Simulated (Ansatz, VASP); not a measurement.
C: VASP beside Ansatz

Contents of INCAR:

```
ALGO = Normal
EDIFF = 1E-7
ENCUT = 520
GGA = PE
ISIF = 2
ISMEAR = 0
LASPH = True
LCHARG = False
LREAL = False
LWAVE = False
NBANDS = 11
NELM = 100
PREC = Accurate
SIGMA = 0.05
```

Contents of KPOINTS:

```
k-points
0
Gamma
  12 12 12
```

Contents of POSCAR:

```
C
1.0
    0.0000000000      1.8369020000      1.8101510000
    1.8369020000      0.0000000000      1.8101510000
    1.8369020000      1.8369020000      0.0000000000
C
2
Direct
    0.5000000000      0.5000000000      0.5000000000
    0.7500000000      0.7500000000      0.7500000000
```

Input for Ansatz:

```yaml
crystal:
  lattice:
    - [0.0, 1.836902, 1.810151]
    - [1.836902, 0.0, 1.810151]
    - [1.836902, 1.836902, 0.0]
  atoms:
    - { symbol: C, position: [0.5, 0.5, 0.5] }
    - { symbol: C, position: [0.75, 0.75, 0.75] }
basis:
  ecutwfc: 420
kpoints:
  mp_grid: { grid: [12, 12, 12] }
hamiltonian:
  xc: pbe
scf:
  occupations: { method: gaussian, width: 0.05 }
output:
  forces: true
  stress: true
  eigenvalues: true
```

Change from the starting cell: strain +0.030 along x and y, +0.015 along z, atoms carried along.

Alike in both runs: task single point; functional PBE; k mesh 12 × 12 × 12; occupations gaussian, width 0.05 eV; no spin polarisation.

|  | VASP | Ansatz |
| --- | --- | --- |
| version | VASP 6.6.1 | Ansatz 0.2.0 |
| potentials or method | VASP PAW PBE potentials, release 64 (C) | scalar-relativistic, plane waves, PAW |
| plane-wave cutoff (eV) | 520 | 420 |
| valence electrons in the cell | 8 | 8 |

|  | VASP | Ansatz | Ansatz less VASP |
| --- | --- | --- | --- |
| gap on the k mesh at the Fermi level (eV) | 3.64 | 3.65 | +0.010 |
| least direct gap on the mesh (eV) | 5.13 | 5.14 | +0.007 |
| pressure (GPa) | -26.2 | -26.6 | -0.40 |
| largest component of the traceless stress (GPa) | 8.26 | 8.26 | +0.002 |

Caveats: so large a pressure means that the cell lies far from this level's equilibrium, or that cutoff or potentials fall short (VASP).
